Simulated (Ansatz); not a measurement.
# KI: energy and pressure over a range of volumes

Aim: scale the cell of KI up and down at fixed shape and fractional positions, and get the equilibrium volume and bulk modulus with LAPW, PAW and all-electron datasets made for the crystal.

Computed with Ansatz 0.2.0 (DFT PBEsol, scalar-relativistic, unless a step's input says otherwise).

### 1 Starting point

The structure is cubic, space group Fm-3m (No. 225). The conventional cell has a = 7.049 Å, b = 7.049 Å, c = 7.049 Å, α = 90.00°, β = 90.00°, γ = 90.00°. K (site symmetry m-3m) has 6 I at 3.52 Å as nearest neighbours. I (site symmetry m-3m) has 6 K at 3.52 Å as nearest neighbours.

As a file:

```cif
data_structure
_symmetry_space_group_name_H-M 'P 1'
_symmetry_Int_Tables_number 1
_cell_length_a 4.9845
_cell_length_b 4.9845
_cell_length_c 4.9845
_cell_angle_alpha 60.000
_cell_angle_beta 60.000
_cell_angle_gamma 60.000
_cell_volume 87.57
loop_
_atom_site_label
_atom_site_type_symbol
_atom_site_fract_x
_atom_site_fract_y
_atom_site_fract_z
_atom_site_occupancy
K1 K 0.00000 0.00000 0.00000 1
I1 I 0.50000 0.50000 0.50000 1
```

Atoms are numbered in the order of the input: K1, I2.

### 2 Volume × 0.94, LAPW

Contents of input.yaml:

```yaml
crystal:
  lattice:
    - [0.0, 3.4526002195, 3.4526002195]
    - [3.4526002195, 0.0, 3.4526002195]
    - [3.4526002195, 3.4526002195, 0.0]
  atoms:
    - { symbol: K, position: [0.0, 0.0, 0.0] }
    - { symbol: I, position: [0.5, 0.5, 0.5] }
kpoints:
  mp_grid: { grid: [8, 8, 8] }
  band_path:
    path:
      - [0.0, 0.0, 0.0]
      - [0.5, 0.0, 0.5]
      - [0.625, 0.25, 0.625]
      - [0.375, 0.375, 0.75]
      - [0.0, 0.0, 0.0]
      - [0.5, 0.5, 0.5]
      - [0.5, 0.25, 0.75]
      - [0.5, 0.0, 0.5]
    npoints: 5
scf:
  occupations: { method: fermi_dirac, width: 0.01 }
hamiltonian:
  xc: pbesol
  pseudopotentials: { kind: all_electron, lapw: { basis_error: 0.001 } }
output:
  forces: true
  stress: true
  eigenvalues: true
```

Command:

```bash
$ ansatz run input.yaml --threads 1 --pin off --max-ram 3072MiB --backend cpu --events-out ev --progress --plain --runs-dir out
```

### 3 Volume × 0.94, PAW

Contents of input.yaml:

```yaml
crystal:
  lattice:
    - [0.0, 3.4526002195, 3.4526002195]
    - [3.4526002195, 0.0, 3.4526002195]
    - [3.4526002195, 3.4526002195, 0.0]
  atoms:
    - { symbol: K, position: [0.0, 0.0, 0.0] }
    - { symbol: I, position: [0.5, 0.5, 0.5] }
kpoints:
  mp_grid: { grid: [8, 8, 8] }
scf:
  occupations: { method: fermi_dirac, width: 0.01 }
hamiltonian:
  xc: pbesol
  pseudopotentials: { kind: paw }
output:
  forces: true
  stress: true
  eigenvalues: true
  efg: { contact_densities: true }
  write_density: true
  write_potential: true
  elf: true
  volumetric_format: npy
```

### 4 Volume × 0.94, crystal datasets

Changes to input.yaml since step 3:

```diff
@@ -14,3 +14,3 @@
   xc: pbesol
-  pseudopotentials: { kind: paw }
+  pseudopotentials: { kind: all_electron, datasets: crystal }
 output:
@@ -20,5 +20 @@
   efg: { contact_densities: true }
-  write_density: true
-  write_potential: true
-  elf: true
-  volumetric_format: npy
```

### 5 Volume × 0.98, LAPW

Contents of input.yaml:

```yaml
crystal:
  lattice:
    - [0.0, 3.5008945893, 3.5008945893]
    - [3.5008945893, 0.0, 3.5008945893]
    - [3.5008945893, 3.5008945893, 0.0]
  atoms:
    - { symbol: K, position: [0.0, 0.0, 0.0] }
    - { symbol: I, position: [0.5, 0.5, 0.5] }
kpoints:
  mp_grid: { grid: [8, 8, 8] }
  band_path:
    path:
      - [0.0, 0.0, 0.0]
      - [0.5, 0.0, 0.5]
      - [0.625, 0.25, 0.625]
      - [0.375, 0.375, 0.75]
      - [0.0, 0.0, 0.0]
      - [0.5, 0.5, 0.5]
      - [0.5, 0.25, 0.75]
      - [0.5, 0.0, 0.5]
    npoints: 5
scf:
  occupations: { method: fermi_dirac, width: 0.01 }
hamiltonian:
  xc: pbesol
  pseudopotentials: { kind: all_electron, lapw: { basis_error: 0.001 } }
output:
  forces: true
  stress: true
  eigenvalues: true
```

### 6 Volume × 0.98, PAW

Contents of input.yaml:

```yaml
crystal:
  lattice:
    - [0.0, 3.5008945893, 3.5008945893]
    - [3.5008945893, 0.0, 3.5008945893]
    - [3.5008945893, 3.5008945893, 0.0]
  atoms:
    - { symbol: K, position: [0.0, 0.0, 0.0] }
    - { symbol: I, position: [0.5, 0.5, 0.5] }
kpoints:
  mp_grid: { grid: [8, 8, 8] }
scf:
  occupations: { method: fermi_dirac, width: 0.01 }
hamiltonian:
  xc: pbesol
  pseudopotentials: { kind: paw }
output:
  forces: true
  stress: true
  eigenvalues: true
  efg: { contact_densities: true }
```

### 7 Volume × 0.98, crystal datasets

Changes to input.yaml since step 6:

```diff
@@ -14,3 +14,3 @@
   xc: pbesol
-  pseudopotentials: { kind: paw }
+  pseudopotentials: { kind: all_electron, datasets: crystal }
 output:
```

### 8 Volume × 1.01, LAPW

Contents of input.yaml:

```yaml
crystal:
  lattice:
    - [0.0, 3.5362595545, 3.5362595545]
    - [3.5362595545, 0.0, 3.5362595545]
    - [3.5362595545, 3.5362595545, 0.0]
  atoms:
    - { symbol: K, position: [0.0, 0.0, 0.0] }
    - { symbol: I, position: [0.5, 0.5, 0.5] }
kpoints:
  mp_grid: { grid: [8, 8, 8] }
  band_path:
    path:
      - [0.0, 0.0, 0.0]
      - [0.5, 0.0, 0.5]
      - [0.625, 0.25, 0.625]
      - [0.375, 0.375, 0.75]
      - [0.0, 0.0, 0.0]
      - [0.5, 0.5, 0.5]
      - [0.5, 0.25, 0.75]
      - [0.5, 0.0, 0.5]
    npoints: 5
scf:
  occupations: { method: fermi_dirac, width: 0.01 }
hamiltonian:
  xc: pbesol
  pseudopotentials: { kind: all_electron, lapw: { basis_error: 0.001 } }
output:
  forces: true
  stress: true
  eigenvalues: true
```

### 9 Volume × 1.01, PAW

Contents of input.yaml:

```yaml
crystal:
  lattice:
    - [0.0, 3.5362595545, 3.5362595545]
    - [3.5362595545, 0.0, 3.5362595545]
    - [3.5362595545, 3.5362595545, 0.0]
  atoms:
    - { symbol: K, position: [0.0, 0.0, 0.0] }
    - { symbol: I, position: [0.5, 0.5, 0.5] }
kpoints:
  mp_grid: { grid: [8, 8, 8] }
scf:
  occupations: { method: fermi_dirac, width: 0.01 }
hamiltonian:
  xc: pbesol
  pseudopotentials: { kind: paw }
output:
  forces: true
  stress: true
  eigenvalues: true
  efg: { contact_densities: true }
```

### 10 Volume × 1.01, crystal datasets

Changes to input.yaml since step 9:

```diff
@@ -14,3 +14,3 @@
   xc: pbesol
-  pseudopotentials: { kind: paw }
+  pseudopotentials: { kind: all_electron, datasets: crystal }
 output:
```

### 11 Volume × 1.04, LAPW

Contents of input.yaml:

```yaml
crystal:
  lattice:
    - [0.0, 3.5709309767, 3.5709309767]
    - [3.5709309767, 0.0, 3.5709309767]
    - [3.5709309767, 3.5709309767, 0.0]
  atoms:
    - { symbol: K, position: [0.0, 0.0, 0.0] }
    - { symbol: I, position: [0.5, 0.5, 0.5] }
kpoints:
  mp_grid: { grid: [8, 8, 8] }
  band_path:
    path:
      - [0.0, 0.0, 0.0]
      - [0.5, 0.0, 0.5]
      - [0.625, 0.25, 0.625]
      - [0.375, 0.375, 0.75]
      - [0.0, 0.0, 0.0]
      - [0.5, 0.5, 0.5]
      - [0.5, 0.25, 0.75]
      - [0.5, 0.0, 0.5]
    npoints: 5
scf:
  occupations: { method: fermi_dirac, width: 0.01 }
hamiltonian:
  xc: pbesol
  pseudopotentials: { kind: all_electron, lapw: { basis_error: 0.001 } }
output:
  forces: true
  stress: true
  eigenvalues: true
```

### 12 Volume × 1.04, PAW

Contents of input.yaml:

```yaml
crystal:
  lattice:
    - [0.0, 3.5709309767, 3.5709309767]
    - [3.5709309767, 0.0, 3.5709309767]
    - [3.5709309767, 3.5709309767, 0.0]
  atoms:
    - { symbol: K, position: [0.0, 0.0, 0.0] }
    - { symbol: I, position: [0.5, 0.5, 0.5] }
kpoints:
  mp_grid: { grid: [8, 8, 8] }
scf:
  occupations: { method: fermi_dirac, width: 0.01 }
hamiltonian:
  xc: pbesol
  pseudopotentials: { kind: paw }
output:
  forces: true
  stress: true
  eigenvalues: true
  efg: { contact_densities: true }
  write_density: true
  write_potential: true
  elf: true
  volumetric_format: npy
```

### 13 Volume × 1.04, crystal datasets

Changes to input.yaml since step 12:

```diff
@@ -14,3 +14,3 @@
   xc: pbesol
-  pseudopotentials: { kind: paw }
+  pseudopotentials: { kind: all_electron, datasets: crystal }
 output:
@@ -20,5 +20 @@
   efg: { contact_densities: true }
-  write_density: true
-  write_potential: true
-  elf: true
-  volumetric_format: npy
```

(Steps that only read results are left out.)

What does the calculation give? Wanted: equilibrium volume; bulk modulus (for each run or level that gives them).

The runs gave:

| quantity | value |
| --- | --- |
| equilibrium volume (LAPW) | 43.010 Å³/atom |
| bulk modulus (LAPW) | 12.2 GPa |
| its pressure derivative (LAPW) | 5.0 |
| equilibrium volume (PAW) | 43.004 Å³/atom |
| bulk modulus (PAW) | 12.2 GPa |
| its pressure derivative (PAW) | 5.0 |
| equilibrium volume (crystal datasets) | 43.004 Å³/atom |
| bulk modulus (crystal datasets) | 12.2 GPa |
| its pressure derivative (crystal datasets) | 5.0 |

By LAPW, the pressure vanishes at 43.01 Å³/atom (-1.8 % from the starting cell) and the bulk modulus there is 12.2 GPa (Birch-Murnaghan, third order). PAW's volume lies -0.01 % and its modulus less than 0.1 % from LAPW's. The gap goes from 3.97 eV at the smallest volume to 3.75 eV at the largest. No thermal or zero-point expansion is included. Spin-orbit coupling is left out, though the cell holds I; in elements this heavy it can shift bands and gaps by tenths of an eV.

The gaps are Kohn-Sham values of a semilocal functional, not quasiparticle or optical gaps. Such gaps usually fall short of the measured ones; spin-orbit coupling, left out here, narrows gaps with I, so the two errors partly cancel.
